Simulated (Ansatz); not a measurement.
Sb:

```
Sb
1.0
     3.16000    0.00000    0.00000
     0.00000    3.16000    0.00000
     0.00000    0.00000    3.16000
Sb
1
Direct
  0.00000 0.00000 0.00000
```

This isn't the form of Sb at room conditions, which is rhombohedral.

| Property | Result |
| --- | --- |
| Program | Ansatz 0.2.0 |
| Task | relaxation of cell and atoms |
| Functional | RPBE |
| Dispersion | D4 |
| Potentials or basis | Ansatz PAW |
| Cutoff | 420 eV (not typed: the program's choice for these potentials) |
| k mesh | 8 × 8 × 8 |
| Occupations | fermi-dirac, width 0.05 eV |
| Spin | no spin polarisation |

At the start: volume 31.55 Å³/atom.

Question: How do energy, volume and symmetry change on relaxing?

Answer: It ends after 5 steps and the volume is 28.23 Å³/atom (-10.5 %); space group Pm-3m (No. 221, to 0.05 Å).

Step by step:
```tsv
step	energy change (eV)	largest force (eV/Å)	volume (Å³)
1	0.0000	0.0000	31.55
2	-0.0601	0.0000	27.16
3	-0.0685	0.0000	28.42
4	-0.0688	0.0000	28.23
5	-0.0680	0.0000	28.23
```

Final structure:
```
Sb
1.0
     3.04498    0.00000    0.00000
     0.00000    3.04498    0.00000
     0.00000    0.00000    3.04498
Sb
1
Direct
  0.00000 0.00000 0.00000
```

Caveat: the plane-wave basis is chosen anew once the cell has moved, so the energies of steps on either side of that aren't comparable; the volume moved by -11 % from the deposited cell, more than functionals usually miss; pairwise dispersion overbinds metals, which lowers pressure and volume; the PAW data sets come from PBE, with cores solved anew for the run's functional, which leaves a small shift of forces and pressure.
